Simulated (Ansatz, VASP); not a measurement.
WC in VASP and in Ansatz

File INCAR:

```
SYSTEM = WC
ALGO = Normal
EDIFF = 1E-6
ENCUT = 520
GGA = PE
ISIF = 2
ISMEAR = -1
LASPH = .True.
LCHARG = .False.
LREAL = .False.
LWAVE = .False.
NBANDS = 26
NELM = 60
PREC = Accurate
SIGMA = 0.05
```

Contents of KPOINTS:

```
k-points
0
Gamma
  10 10 6
  0 0 0
```

Contents of POSCAR:

```
WC
1.0
    2.9170763517      0.0000000000      0.0000000000
   -1.4585381759      2.5262622253      0.0000000000
    0.0000000000      0.0000000000      5.7535838605
W C
2 2
Direct
    0.0000000000      0.0000000000      0.0000000000
    0.0000000000      0.0000000000      0.5000000000
    0.3333333333      0.6666666667      0.2500000000
    0.6666666667      0.3333333333      0.7500000000
```

Input for Ansatz:

```yaml
crystal:
  lattice:
    - [2.9170763517, 0.0, 0.0]
    - [-1.4585381759, 2.5262622253, 0.0]
    - [0.0, 0.0, 5.7535838605]
  atoms:
    - { symbol: W, position: [0.0, 0.0, 0.0] }
    - { symbol: W, position: [0.0, 0.0, 0.5] }
    - { symbol: C, position: [0.3333333333, 0.6666666667, 0.25] }
    - { symbol: C, position: [0.6666666667, 0.3333333333, 0.75] }
kpoints:
  mp_grid: { grid: [10, 10, 6] }
  band_path:
    path:
      - [0.0, 0.0, 0.0]
      - [0.5, 0.0, 0.0]
      - [0.3333333333, 0.3333333333, 0.0]
      - [0.0, 0.0, 0.0]
      - [0.0, 0.0, 0.5]
      - [0.5, 0.0, 0.5]
      - [0.3333333333, 0.3333333333, 0.5]
      - [0.0, 0.0, 0.5]
      - [0.5, 0.0, 0.5]
    npoints: 14
scf:
  occupations: { method: fermi_dirac, width: 0.05 }
hamiltonian:
  xc: pbe
  pseudopotentials: { kind: all_electron, lapw: { basis_error: 0.001 } }
output:
  forces: true
  stress: true
  eigenvalues: true
  populations: true
  dos: { projected: true, de: 0.2, e_range: [-14, 8] }
```

Measurements of this composition are mostly on another form, of space group No. 187.

Alike in both runs: task single point; functional PBE; k mesh 10 × 10 × 6; occupations fermi-dirac, width 0.05 eV; no spin polarisation.

```csv
,VASP,Ansatz
version,VASP 6.6.1,Ansatz 0.2.0
potentials or method,"VASP PAW PBE potentials, release 64 (W_sv, C)","all-electron LAPW, scalar-relativistic"
plane-wave cutoff (eV),520,see its input
```

```tsv
	VASP	Ansatz	Ansatz less VASP
pressure (GPa)	1.0	0.1	-0.95
largest component of the traceless stress (GPa)	0.10	0.02	-0.075
```

Ansatz ran all-electron here, so the differences hold the error of VASP's frozen core and of both bases.

Spin-orbit coupling is left out, which matters for the levels of W.
